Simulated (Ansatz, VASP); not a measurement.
# Cross-check of LaN between VASP and Ansatz

One calculation is typed for both programs; each brings its own data sets. How far apart do they land? The cell is generated by rule, not measured, and may not be a known phase. The cell is taken from a series of runs on this material, whose earlier steps may have relaxed, scaled, displaced or heated it; both programs get it as it stands.

Main program and level: Ansatz 0.2.0; plane waves, with VASP 6.6.1 beside it; relaxation of cell and atoms at PBEsol.

## (1) Set-up

The structure is hexagonal, space group P-6m2 (No. 187). The conventional cell has a = 3.518 Å, b = 3.518 Å, c = 3.204 Å, α = 90.00°, β = 90.00°, γ = 120.00°. La has 6 N at 2.59 Å nearest. Nearest to N lie 6 La at 2.59 Å. Farther neighbours and most contacts between anions are not listed.

Coordinates:

```xyz
2
Lattice="3.5183 0.0000 0.0000 -1.7592 3.0470 0.0000 0.0000 0.0000 3.2040" Properties=species:S:1:pos:R:3 pbc="T T T"
La    0.0000    0.0000    0.0000
N     0.0000    2.0313    1.6020
```

## (2) VASP: relaxation of cell and atoms, PBEsol, pair 1

The relaxed volume is the usual yardstick between codes: in a stiff, nearly cubic crystal its relative difference is about their pressure difference at one cell divided by the bulk modulus.

Lines of VASP's logs that name or quote its potential files are left out, and so is its time.

INCAR reads:

```
SYSTEM = LaN
PREC = Accurate
ENCUT = 600
EDIFF = 1E-07
NELM = 200
ISMEAR = 1
SIGMA = 0.15
LREAL = .FALSE.
ALGO = Normal
GGA = PS
NBANDS = 14
LASPH = .TRUE.
LORBIT = 11
LWAVE = .FALSE.
LCHARG = .FALSE.
ISIF = 3
IBRION = 2
NSW = 80
EDIFFG = -0.005
GGA_COMPAT = .FALSE.
NELMIN = 4
LMAXMIX = 6
KPAR = 2
```

POSCAR reads:

```
LaN
1.0
    3.5183390000      0.0000000000      0.0000000000
   -1.7591690000      3.0469710000      0.0000000000
    0.0000000000      0.0000000000      3.2040330000
La N
1 1
Direct
    0.0000000000      0.0000000000      0.0000000000
    0.3333332386      0.6666666667      0.5000001561
```

KPOINTS reads:

```
Automatic mesh
0
Gamma
12 12 12
0 0 0
```

PAW data sets: La and N (PBE family, release 64).

On the command line:

```bash
mpirun -np 2 vasp_std
```

Numbers of over 12 decimals in the logs are rounded to 6 here.

The program printed:

```text
[banner, memory and clock lines left out]
running    2 mpi-ranks, on    1 nodes
 distrk:  each k-point on    1 cores,    2 groups
 distr:  one band on    1 cores,    1 groups

 POSCAR found type information on POSCAR LaN
 POSCAR found :  2 types and       2 ions
|                                                                             |
|               ----> ADVICE to this user running VASP <----                  |
|                                                                             |
|     You enforced a specific xc type in the INCAR file but a different       |
|     [... a line on the potential file left out ...]
|     I HOPE YOU KNOW WHAT YOU ARE DOING!                                     |
|                                                                             |

 LDA part: xc-table for (Slater+PW92), standard interpolation
 POSCAR, INCAR and KPOINTS ok, starting setup
 FFT: planning ... GRIDC
 FFT: planning ... GRID_SOFT
 FFT: planning ... GRID
 WAVECAR not read
 entering main loop
       N       E                     dE             d eps       ncg     rms          rms(c)
DAV:   1     0.134603238416E+03    0.13460E+03   -0.67617E+03  3916   0.195E+03
DAV:   2     0.141228003399E+01   -0.13319E+03   -0.12128E+03  4740   0.253E+02
DAV:   3    -0.176635367220E+02   -0.19076E+02   -0.17857E+02  5592   0.120E+02
DAV:   4    -0.184962212403E+02   -0.83268E+00   -0.81798E+00  6164   0.228E+01
DAV:   5    -0.185554528067E+02   -0.59232E-01   -0.59177E-01  5982   0.562E+00    0.872E+00
DAV:   6    -0.165999794075E+02    0.19555E+01   -0.21802E+01  7008   0.286E+01    0.551E+00
DAV:   7    -0.162849769535E+02    0.31500E+00   -0.22167E+00  7006   0.138E+01    0.224E+00
DAV:   8    -0.162468011099E+02    0.38176E-01   -0.11779E-01  5754   0.320E+00    0.399E-01
DAV:   9    -0.162478306670E+02   -0.10296E-02   -0.85057E-03  6968   0.897E-01    0.261E-01
DAV:  10    -0.162481975254E+02   -0.36686E-03   -0.16596E-03  6334   0.352E-01    0.613E-02
DAV:  11    -0.162481622911E+02    0.35234E-04   -0.77129E-04  6336   0.175E-01    0.304E-02
DAV:  12    -0.162481737409E+02   -0.11450E-04   -0.61173E-05  6252   0.702E-02    0.167E-02
DAV:  13    -0.162481881320E+02   -0.14391E-04   -0.85650E-05  5384   0.741E-02    0.846E-03
DAV:  14    -0.162481895776E+02   -0.14456E-05   -0.16600E-05  7076   0.296E-02    0.597E-03
DAV:  15    -0.162481903180E+02   -0.74034E-06   -0.49594E-06  5366   0.202E-02    0.458E-03
DAV:  16    -0.162481902994E+02    0.18606E-07   -0.28636E-06  7160   0.120E-02    0.200E-03
DAV:  17    -0.162481902529E+02    0.46454E-07   -0.39000E-07  4842   0.553E-03
   1 F= -.16248190E+02 E0= -.16248155E+02  d E =-.162482E+02
 curvature:   0.00 expect dE= 0.000E+00 dE for cont linesearch  0.000E+00
 trial: gam= 0.00000 g(F)=  0.346E-41 g(S)=  0.770E-04 ort = 0.000E+00 (trialstep = 0.100E+01)
 search vector abs. value=  0.770E-04
 bond charge predicted
       N       E                     dE             d eps       ncg     rms          rms(c)
DAV:   1    -0.162485911787E+02   -0.40088E-03   -0.13050E-02  4720   0.119E+00    0.116E-01
DAV:   2    -0.162482822604E+02    0.30892E-03   -0.10757E-03  6508   0.378E-01    0.490E-02
DAV:   3    -0.162481909900E+02    0.91270E-04   -0.36556E-04  6280   0.245E-01    0.776E-03
DAV:   4    -0.162481933461E+02   -0.23561E-05   -0.28283E-05  6186   0.380E-02    0.704E-03
DAV:   5    -0.162481939897E+02   -0.64365E-06   -0.18924E-06  6206   0.114E-02    0.558E-03
DAV:   6    -0.162481961588E+02   -0.21690E-05   -0.31282E-06  6380   0.143E-02    0.274E-03
DAV:   7    -0.162481967379E+02   -0.57916E-06   -0.65830E-07  6776   0.811E-03    0.115E-03
DAV:   8    -0.162481968952E+02   -0.15732E-06   -0.28326E-07  4132   0.423E-03    0.314E-04
DAV:   9    -0.162481969372E+02   -0.41924E-07   -0.38054E-08  2806   0.240E-03
   2 F= -.16248197E+02 E0= -.16248160E+02  d E =-.668424E-05
 trial-energy change:   -0.000007  1 .order   -0.000006   -0.000077    0.000066
 step:   0.5501(harm=  0.5401)  dis= 0.00000  next Energy=   -16.248212 (dE=-0.214E-04)
 bond charge predicted
       N       E                     dE             d eps       ncg     rms          rms(c)
DAV:   1    -0.162482920299E+02   -0.95135E-04   -0.26406E-03  4696   0.535E-01    0.520E-02
DAV:   2    -0.162482304759E+02    0.61554E-04   -0.21973E-04  6532   0.171E-01    0.221E-02
DAV:   3    -0.162482124541E+02    0.18022E-04   -0.74630E-05  6286   0.111E-01    0.345E-03
DAV:   4    -0.162482124080E+02    0.46070E-07   -0.55886E-06  6236   0.171E-02    0.308E-03
DAV:   5    -0.162482123056E+02    0.10241E-06   -0.38077E-07  5558   0.530E-03    0.239E-03
DAV:   6    -0.162482119575E+02    0.34811E-06   -0.65575E-07  6554   0.645E-03    0.107E-03
DAV:   7    -0.162482118418E+02    0.11575E-06   -0.56342E-08  3586   0.300E-03    0.416E-04
DAV:   8    -0.162482118015E+02    0.40271E-07   -0.31031E-08  2264   0.204E-03
   3 F= -.16248212E+02 E0= -.16248175E+02  d E =-.215486E-04
 curvature:  -0.27 expect dE=-0.158E-06 dE for cont linesearch -0.490E-08
 trial: gam= 0.02294 g(F)=  0.479E-41 g(S)=  0.585E-06 ort =-0.118E-05 (trialstep = 0.910E+00)
 search vector abs. value=  0.572E-06
 reached required accuracy - stopping structural energy minimisation
```

OUTCAR, selected parts (step 2):

```text
ion  position               nearest neighbor table
   1  0.000  0.000  0.000-   2 2.59   2 2.59   2 2.59   2 2.59   2 2.59   2 2.59
   2  0.333  0.667  0.500-   1 2.59   1 2.59   1 2.59   1 2.59   1 2.59   1 2.59

  LATTYP: Found a hexagonal cell.
 ALAT       =     3.5183390000
 C/A-ratio  =     0.9106663684

 Subroutine GETGRP returns: Found 12 space group operations
 (whereof 12 operations were pure point group operations)

The static configuration has the point symmetry D_3h.

 Found    133 irreducible k-points:

   k-points           NKPTS =    133   k-points in BZ     NKDIM =    133   number of bands    NBANDS=     14

   dimension x,y,z NGX =    28 NGY =   28 NGZ =   28
   dimension x,y,z NGXF=    56 NGYF=   56 NGZF=   56

   ENCUT  =  600.0 eV  44.10 Ry    6.64 a.u.   7.03  7.03  6.40*2*pi/ulx,y,z

   NELECT =      16.0000    total number of electrons

 k-points in reciprocal lattice and weights: Automatic mesh
   0.00000000  0.00000000  0.00000000       0.001
   0.08333333  0.00000000  0.00000000       0.003
   0.16666667 -0.00000000  0.00000000       0.003
   0.25000000 -0.00000000  0.00000000       0.003
   0.33333333 -0.00000000  0.00000000       0.003
   0.41666667  0.00000000  0.00000000       0.003
   0.50000000 -0.00000000  0.00000000       0.002
   0.08333333  0.08333333  0.00000000       0.003
   0.16666667  0.08333333  0.00000000       0.007
[...]
0.33333333  0.25000000  0.50000000       0.007
   0.33333333  0.33333333  0.50000000       0.001

 average (electrostatic) potential at core
       1 -93.3909       2 -57.8852

 E-fermi :   9.1668

 k-point     1 :       0.0000    0.0000    0.0000
  band No.  band energies     occupation
    ...
      5      -3.2386      2.00000
      6       7.3829      2.00000
      7       7.3829      2.00000
      8       8.6922      2.00007
      9       9.1688      0.97661
     10      10.9555     -0.00000
     11      12.4443      0.00000
     12      12.4443      0.00000
     13      12.8044      0.00000
     14      12.8044      0.00000

 k-point     2 :       0.0833    0.0000    0.0000
  band No.  band energies     occupation
    ...
      5      -3.0054      2.00000
      6       7.1920      2.00000
      7       7.4822      2.00000
      8       8.8364      2.00789
      9       9.0557      1.94629
     10      11.1887     -0.00000
     11      12.4079      0.00000
     12      12.4231      0.00000
     13      12.7987      0.00000
     14      12.8203      0.00000

 k-point     3 :       0.1667   -0.0000    0.0000
  band No.  band energies     occupation
    ...
      4      -5.1153      2.00000
      5      -2.5584      2.00000
      6       6.8193      2.00000
      7       7.7457      2.00000
      8       8.7591      2.00083
      9       9.2170      0.46722
     10      11.4979     -0.00000
     11      12.3731      0.00000
     12      12.4052      0.00000
     13      12.7870      0.00000
    ...

  Total       -0.0016408     -0.0016408      0.0043456     -0.0000000      0.0000000      0.0000000
  in kB       -0.0766358     -0.0766358      0.2029643     -0.0000000      0.0000000      0.0000000
  external PRESSURE =       0.0165642 kB  Pullay stress =       0.0000000 kB

  energy-cutoff  :      600.00
  volume of cell :       34.30
      direct lattice vectors                 reciprocal lattice vectors
     3.516873585 -0.000000000 -0.000000000     0.284343459  0.164165723  0.000000000
    -1.758436293  3.045701913  0.000000000     0.000000000  0.328331540  0.000000000
     0.000000000  0.000000000  3.202545736     0.000000000  0.000000000  0.312251591

 POSITION                                       TOTAL-FORCE (eV/Angst)
 -----------------------------------------------------------------------------------
     -0.00000      0.00000      0.00000        -0.000000     -0.000000      0.000000
     -0.00000      2.03047      1.60127         0.000000      0.000000      0.000000
 -----------------------------------------------------------------------------------
    total drift:                                0.000239     -0.000001     -0.000321

  FREE ENERGIE OF THE ION-ELECTRON SYSTEM (eV)
  ---------------------------------------------------
  free  energy   TOTEN  =       -16.2482118015 eV

  energy  without entropy=      -16.2481020369  energy(sigma->0) =      -16.24817521

 reached required accuracy - stopping structural energy minimisation

 total charge
# of ion       s       p       d       f       tot
--------------------------------------------------
    1        2.056   5.627   0.799   0.243   8.725
    2        1.248   2.347   0.000   0.000   3.596
--------------------------------------------------
tot          3.304   7.975   0.799   0.243  12.321

[... 3 further parts left out ...]
```

CONTCAR:

```
LaN
   1.00000000000000
     3.5168735847076156   -0.0000000002404708   -0.0000000000000000
    -1.7584362927703154    3.0457019131913654    0.0000000000000000
     0.0000000000000000    0.0000000000000000    3.2025457362078114
  La              N
     1     1
Direct
     0.0000000000000000    0.0000000000000000    0.0000000000000000
     0.3333332385999981    0.6666666667000030    0.5000001561000005
```

## (3) Ansatz: relaxation of cell and atoms, PBEsol, pair 1

Ansatz runs on its default PAW (the set named soft_2) files.

The same cell, functional, mesh and smearing now go to Ansatz, which takes its cutoff from its data sets.

input.yaml reads:

```yaml
crystal:
  lattice:
    - [3.5183387472, 0.0, 0.0]
    - [-1.7591693736, 3.0469707342, 0.0]
    - [0.0, 0.0, 3.204033036]
  atoms:
    - { symbol: La, position: [0.0, 0.0, 0.0] }
    - { symbol: "N", position: [0.3333333333, 0.6666666667, 0.5] }
kpoints:
  mp_grid: { grid: [12, 12, 12] }
hamiltonian:
  xc: pbesol
scf:
  occupations: { method: methfessel_paxton, width: 0.15 }
output:
  forces: true
  stress: true
  eigenvalues: true
relax:
  adjacent_minimum: "off"
  f_tol: 0.001
  max_steps: 60
  cell: { stress_tol: 0.01 }
```

On the command line:

```bash
ansatz run input.yaml --threads 4 --pin off --max-ram 7168MiB --backend cpu --events-out ev --progress --plain --runs-dir out
```

The program printed:

```text
Engine: ansatz 0.2.0, aarch64-unknown-linux-gnu
Pseudopotentials: kind: paw
Pseudopotential: La, paw, valence charge 11, recommended cutoff 420 eV (normal), La.paw.azcp
Pseudopotential: N, paw, valence charge 5, recommended cutoff 420 eV (normal), N.paw.azcp
Functional definition: PBEsol
  exchange = pbesol_x
  correlation = pbesol_c
Crystal: 2 atoms, lattice volume = 34.348 Å³
Basis set: ecut = 420 eV, 665 PW (Γ), exchange–correlation on 48×48×48 points (8 copies of the dense FFT grid, shifted against one another)
Bands: 12, of which v1, the nominal top of the filled ones, is band 8 counted from 1 (7 counted from 0)
Symmetry: 12 space group operations
Space group: P-6m2 (ITA 187), of the structure as read, at distance tolerance 3.3e-5 Å
k-points: 133 of 1728 (time reversal used)
Non-local potential: La, projectors of the file, l = 0: 3, l = 1: 2, l = 2: 2, l = 3: 3
Non-local potential: N, projectors of the file, l = 0: 2, l = 1: 2, l = 2: 1
PAW form: soft (Blöchl's): semilocal exchange-correlation on the pseudo side does not see the compensation charge
PAW frozen core: La, regenerated for the run's functional, and the local potential with it (the file was generated under x = pbe(κ = 0.804, μ = 0.219515), c = pbe(β = 0.066725))
PAW frozen core: N, regenerated for the run's functional, and the local potential with it (the file was generated under x = pbe(κ = 0.804, μ = 0.219515), c = pbe(β = 0.066725))
PAW one-centre angular grid: La, 590 points (default); XC on 64 Gauss nodes
PAW one-centre angular grid: N, 110 points (default); XC on 64 Gauss nodes
Initial density: superposition of atomic densities (neutral atoms: chi_scale 0, normalization atom), corrected by the library's trained network
Initial wavefunctions: pseudopotential atomic-orbital guess
Functional: x = pbesol(κ = 0.804, μ = 0.123457), c = pbesol(β = 0.046)
SCF iter   1: F=—  HF=-6542.032028 eV  |F-HF|=—  |Δ(HF+E_count)|=         —  Δρ=1.06e-2  dr2=3.76e-2  ethr=1.77e-3  ⟨swp⟩=3.2  Hψ=6811  notcnv=0
preconditioner: auto → none  [metal: Δε(μ)=0.028 eV  Ē_g=11.738 eV  σ=0.150 eV  W_gap=0.16  n_scr=8 (ndim 8)  ℏωp=23.7 eV  f_vac=0.000  D(μ)=0.29/eV (n_scr^D=0)  sad-step TF]
SCF iter   2: F=—  HF=-6542.026309 eV  |F-HF|=—  |Δ(HF+E_count)|=   5.72e-3  S|Δr|=    0.00e0  Δρ=3.42e-3  dr2=3.20e-3  ethr=2.35e-4  ⟨swp⟩=2.3  Hψ=3256  notcnv=0
SCF iter   3: F=—  HF=-6542.026152 eV  |F-HF|=—  |Δ(HF+E_count)|=   1.57e-4  S|Δr|=    0.00e0  Δρ=1.86e-3  dr2=7.40e-4  ethr=2.00e-5  ⟨swp⟩=2.0  Hψ=2525  notcnv=0
SCF iter   4: F=—  HF=-6542.026283 eV  |F-HF|=—  |Δ(HF+E_count)|=   1.31e-4  S|Δr|=    0.00e0  Δρ=6.56e-4  dr2=8.30e-5  ethr=4.63e-6  ⟨swp⟩=2.1  Hψ=1926  notcnv=0
SCF iter   5: F=—  HF=-6542.026303 eV  |F-HF|=—  |Δ(HF+E_count)|=   1.96e-5  S|Δr|=    0.00e0  Δρ=1.30e-4  dr2=3.06e-6  ethr=5.18e-7  ⟨swp⟩=2.5  Hψ=2510  notcnv=0
SCF iter   6: F=-6542.026305 eV  HF=-6542.026304 eV  |F-HF|=2.98e-8  |Δ(HF+E_count)|=   1.77e-6  S|Δr|=    0.00e0  Δρ=1.24e-5  dr2=2.40e-8  ethr=6.25e-10  ⟨swp⟩=4.7  Hψ=9027  notcnv=0
SCF 1 converged in 6 iterations: F = -6542.026305 eV  dr2 = 2.40e-8
  greatest PAW one-centre occupation: 0.972 electrons in one spin orbital (limit 2), on the La atom at site 0 (counted from 0), in its partial waves of l = 0
relax step   1: F+E_penalty+E_count = -6542.02630453 eV  Δ(F+E_penalty+E_count) = +0.000e0 eV  max|allowed force component| = 7.864e-17 eV/Å  Δτ_max = 0.0000 Å  P = +0.003 GPa  Ω = 34.348 Å³  (6 SCF iters, dr2 threshold 1.00e-7 eV, accepted)
Initial density: handed on by an earlier stage of this run
Initial wavefunctions: pseudopotential atomic-orbital guess (no wavefunctions were taken with the density)
iter 1 solved again at ethr=7.59e-8 eV; its pass at ethr=3.10e-3 eV (dr2=1.21e-5 eV) is discarded
SCF iter   1: F=—  HF=-6542.026312 eV  |F-HF|=—  |Δ(HF+E_count)|=         —  Δρ=1.24e-5  dr2=2.46e-8  ethr=7.59e-8  ⟨swp⟩=3.1  Hψ=12168  notcnv=0
preconditioner: auto → none  [metal: Δε(μ)=0.061 eV  Ē_g=11.789 eV  σ=0.150 eV  W_gap=0.32  n_scr=8 (ndim 8)  ℏωp=23.7 eV  f_vac=0.000  D(μ)=0.25/eV (n_scr^D=0)]
SCF iter   2: F=—  HF=-6542.026305 eV  |F-HF|=—  |Δ(HF+E_count)|=   7.18e-6  S|Δr|=    0.00e0  Δρ=6.53e-6  dr2=6.18e-9  ethr=1.54e-10  ⟨swp⟩=2.0  Hψ=2666  notcnv=0
SCF iter   3: F=—  HF=-6542.026305 eV  |F-HF|=—  |Δ(HF+E_count)|=   1.19e-8  S|Δr|=    0.00e0  Δρ=4.93e-6  dr2=1.16e-8  ethr=3.86e-11  ⟨swp⟩=2.2  Hψ=2499  notcnv=0
SCF iter   4: F=—  HF=-6542.026305 eV  |F-HF|=—  |Δ(HF+E_count)|=   1.89e-9  S|Δr|=    0.00e0  Δρ=1.33e-6  dr2=7.06e-10  ethr=3.86e-11  ⟨swp⟩=2.0  Hψ=2129  notcnv=0
SCF iter   5: F=—  HF=-6542.026305 eV  |F-HF|=—  |Δ(HF+E_count)|=  4.00e-11  S|Δr|=    0.00e0  Δρ=2.16e-7  dr2=1.29e-11  ethr=4.41e-12  ⟨swp⟩=2.0  Hψ=2012  notcnv=0
SCF iter   6: F=-6542.026305 eV  HF=-6542.026305 eV  |F-HF|=0.00e0  |Δ(HF+E_count)|=  9.09e-13  S|Δr|=    0.00e0  Δρ=2.62e-8  dr2=1.14e-13  ethr=1.00e-12  ⟨swp⟩=3.2  Hψ=6917  notcnv=0
SCF 2 converged in 6 iterations: F = -6542.026305 eV  dr2 = 1.14e-13
relax step   2: F+E_penalty+E_count = -6542.02630453 eV  Δ(F+E_penalty+E_count) = -3.914e-9 eV  max|allowed force component| = 8.095e-17 eV/Å  Δτ_max = 0.0000 Å  P = +0.003 GPa  Ω = 34.348 Å³  stress off target by 3.75e-3 GPa  SCF on the basis re-selected at this cell (its energy is not comparable with the rows above)  (6 SCF iters)
basis re-selected at this cell: Δ(F+E_penalty+E_count) = -3.914e-9 eV, ΔP = +0.000 GPa vs the last step (what re-selecting the basis moved, of the pressure what is left beyond the Pulay correction that the steps carried, after the strain that the cell walked since its last selection, with what the two solves' SCF thresholds leave and, on support functions, any second-order correction that the steps lacked; it is no m [...]
SCF converged after 6 iterations
Stability not checked: this state was not tested for a lower state beside it, because cold or Methfessel-Paxton smearing, or corrected tetrahedra, fill the levels in a way that the test cannot read (fill_not_monotonic; see scf.lower_state_search)
Free energy (F): -6542.026305 eV
Harris-Foulkes:  -6542.026305 eV  (|F-HF|=0.00e0)
Internal energy: -6542.026207 eV  (E = F + TS)
E sigma→0 (E₀):  -6542.026280 eV
Entropy (-TS):   -0.000097 eV (-0.049 meV/atom)
Fermi energy:    13.202676 eV
--- Per-component energies (eV) ---
  E_band       = 21.085472
  E_kinetic    = 323.176059
  E_local      = -391.644708  (includes V_loc(G=0)·N_el)
  E_nonlocal   = 144.080618
  E_hartree    = 127.528499
  E_xc         = -199.189387
  E_vxc        = -225.006735  (∫ρ·V_xc dr)
  E_paw        = -5451.637566  (= ΣΔE_a)
  E_vpaw       = -84.576846  (= ΣTr[D̂ρ^β])
  E_aug_tail   = 0.000090  (compensation charges beyond the density's cutoff)
  E_ewald      = -1094.537420
  E_core_change = 0.197608  (= ΣΔE_core)
  E_smearing   = -0.000097  (= −TS)
  E_closure    = 0.000000  (closes the sum)
  Σ components = -6542.026305   (vs F -6542.026305, Δ=0.00e0)
--- Forces (eV/Å), atoms counted from 1 ---
  atom   1  La    -0.00000000     0.00000000     0.00000000
  atom   2  N      0.00000000    -0.00000000     0.00000000
  max |Σ_I F_I| component: 1.34e-16 eV/Å
--- Stress (GPa, compression-positive) ---
        0.003749      -0.000000       0.000000
        0.000000       0.003749       0.000000
        0.000000       0.000000       0.001016
  P = ⅓ Tr σ = 0.0028 GPa (0.028 kbar)
--- Band table (eV; the first three rows and the last of 133) ---
  k-point 0: bands = [... 4 lower, 0.7896, 11.4184, 11.4184, 12.7337, 13.1971, 14.9330, 16.3639, 16.3639]
  k-point 1: bands = [... 4 lower, 1.1203, 11.4411, 11.4411, 12.5479, 13.3697, 15.0253, 16.3632, 16.3632]
  k-point 2: bands = [... 4 lower, 1.7097, 11.4990, 11.4990, 11.9290, 13.9718, 15.2968, 16.3589, 16.3589]
  k-point 132: bands = [... 4 lower, 0.8020, 9.0048, 11.5060, 13.4149, 16.0942, 16.1677, 16.2874, 16.4772]
--- Relaxed structure (1 steps of the walk, 1 accepted, 1 SCFs on fresh bases) ---
  F+E_penalty+E_count = -6542.02630453 eV   max|allowed force component| = 8.095e-17 eV/Å   (the final SCF, on the basis selected at the relaxed cell)
  cell:  # Å, volume = 34.3481 Å³
    - [3.518339, 0.0, 0.0]
    - [-1.759169, 3.046971, 0.0]
    - [0.0, 0.0, 3.204033036]
  atoms:
    - { symbol: La, position: [0, -3.700743415524894e-17, 0.0] }
    - { symbol: N, position: [0.333333, 0.666667, 0.5] }
```

[end of part 1 of 2]

[Lines on the potential files, build, host, timing and source positions are cut from VASP's logs without a mark.]

[Logs are printed without paths, hosts, clocks, repeated set-up lines and the standing remarks that a program may print on its own settings, such as how far it seeks lower states.]

[Hosts, paths, dates, database ids (printed as entryN), source tags and the programs' standing remarks are cut or masked in the printed files.]
